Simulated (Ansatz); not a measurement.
# Ti: other elements on the same sites

The task here is to estimate one member of a computed series from the others.

Computed with Ansatz 0.2.0 (DFT PBE, scalar-relativistic, plane waves, PAW, unless a step's input says otherwise).

1 further run of the same task is left out (set aside as unsound or not needed).

## The starting structure

Symmetry: P6/mmm, No. 191, hexagonal system. The conventional cell has a = 4.580 Å, b = 4.580 Å, c = 2.832 Å, α = 90.00°, β = 90.00°, γ = 120.00°. Around Ti (site symmetry 6/mmm) lie 14 Ti at 2.83 to 3.00 Å. Ti (site symmetry -6m2) has 11 Ti at 2.64 to 3.00 Å as nearest neighbours.

Coordinates:

```
Ti
1.0
     4.57954    0.00000    0.00000
    -2.28977    3.96599    0.00000
     0.00000    0.00000    2.83217
Ti
3
Direct
  0.00000 0.00000 0.00000
  0.33333 0.66667 0.50000
  0.66667 0.33333 0.50000
```

It goes back to an entry of the Materials Project, which need not be the stable form.

It is the result of an earlier relaxation at this level (volume 17.15 Å³/atom; gap on the mesh: none (metal)).

The first run:

Input file input.yaml:

```yaml
crystal:
  lattice:
    - [3.5802656347, 0.0, 0.0]
    - [-1.7901328173, 3.1006009919, 0.0]
    - [0.0, 0.0, 2.2141827757]
  atoms:
    - { symbol: Si, position: [0.0, 0.0, 0.0] }
    - { symbol: Si, position: [0.3333333333, 0.6666666667, 0.5] }
    - { symbol: Si, position: [0.6666666667, 0.3333333333, 0.5] }
basis:
  ecutwfc: 420
kpoints:
  mp_grid: { grid: [6, 6, 8] }
hamiltonian:
  xc: pbe
scf:
  occupations: { method: gaussian, width: 0.1 }
output:
  forces: true
  stress: true
  eigenvalues: true
```

Steps of the session up to this table: Probe: one point at the start (Si); A loose first relaxation (Si); Relaxing cell and atoms (Si); A first look at the start (Ru); Relaxing cell and atoms (Ru).

One table of the session follows, with a row left open; its other results are not shown here.

It belongs to the step «The crystals compared». Lengths are those of the vectors of the cell that was run:

| swap | volume (Å³/atom) | a (Å) | b (Å) | c (Å) |
| --- | --- | --- | --- | --- |
| none | 17.15 | 4.580 | 4.580 | 2.832 |
| Ti → Hf | 22.31 | 4.994 | 4.994 | 3.099 |
| Ti → Ge | 19.28 | 4.798 | 4.798 | 2.901 |
| Ti → Pb | 32.05 | 5.682 | 5.682 | 3.440 |
| Ti → Zr | 23.11 | 5.042 | 5.042 | 3.149 |
| Ti → Si | 14.76 | 4.426 | 4.426 | 2.609 |
| Ti → Ru | ? | ? | ? | ? |

**Question.** Estimate the row for Ti → Ru.

As computed: volume (Å³/atom): 14.11; a (Å): 4.267; b (Å): 4.267; c (Å): 2.684. In the column «volume (Å³/atom)» it is the lowest.

Lengths are those of the computed cell. Rows of earlier swaps come from the sessions before.
